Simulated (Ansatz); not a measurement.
ZnTe (zinc blende)

```cif
data_Te4Zn4
_chemical_formula_sum 'Te4 Zn4'
_space_group_name_H-M_alt 'F-43m'
_space_group_IT_number 216
_space_group_name_Hall 'F -4 2 3'
_cell_length_a 6.06583
_cell_length_b 6.06583
_cell_length_c 6.06583
_cell_angle_alpha 90.000
_cell_angle_beta 90.000
_cell_angle_gamma 90.000
loop_
_atom_site_label
_atom_site_type_symbol
_atom_site_symmetry_multiplicity
_atom_site_Wyckoff_symbol
_atom_site_fract_x
_atom_site_fract_y
_atom_site_fract_z
_atom_site_occupancy
Te1 Te 4 c 0.25000 0.25000 0.25000 1
Zn1 Zn 4 a 0.00000 0.00000 0.00000 1
```
(The calculation used a cell of 2 atoms; values per cell refer to that cell.)

Grid over V/V₀ and (c/a)/(c/a)₀, subscript 0 meaning the relaxed cell; the conventional c axis lies along z; no internal relaxation.

Calculation: PBEsol (plane waves to 420 eV, PAW, scalar-relativistic; Ansatz, a first-principles code). k mesh 9×9×9 (Γ-centred), Fermi-Dirac smearing 0.05 eV. E stands for the smeared free energy. Spin-orbit coupling is left out, though Te is heavy. The PAW data are Ansatz's earlier set. ZnTe was relaxed with its symmetry unable to fall.

Changes of ΔE (meV/atom) from the point V/V₀ = 1.000, (c/a)/(c/a)₀ = 1.000 when one coordinate moves alone (two changes are said to add if the coupling is within 5 % of the smaller one, nearly so within 20 %):

```tsv
point	change
V/V₀ = 1.000, (c/a)/(c/a)₀ = 0.960	2.87
V/V₀ = 1.000, (c/a)/(c/a)₀ = 0.980	0.72
V/V₀ = 0.960, (c/a)/(c/a)₀ = 1.000	7.61
V/V₀ = 0.980, (c/a)/(c/a)₀ = 1.000	1.85
V/V₀ = 1.020, (c/a)/(c/a)₀ = 1.000	1.67
V/V₀ = 1.040, (c/a)/(c/a)₀ = 1.000	6.48
V/V₀ = 1.000, (c/a)/(c/a)₀ = 1.020	0.73
V/V₀ = 1.000, (c/a)/(c/a)₀ = 1.040	2.95
```

What is the change at V/V₀ = 1.020, (c/a)/(c/a)₀ = 1.040, where both move, and how far is it from the sum?

The sum of the single changes is 1.67 + (2.95) = 4.62; the calculation gives 4.69, so they add (within 5 % of the smaller single change).

Do the two effects add at V/V₀ = 1.040, (c/a)/(c/a)₀ = 0.960? Give the computed change.

The sum of the single changes is 6.48 + (2.87) = 9.35; the calculation gives 9.51, so the coupling contributes 0.16 (under 20 % of the smaller single change, nearly additive).

(A scan under strain: stresses follow from slopes of the energy per volume, elastic moduli from its curvatures.)
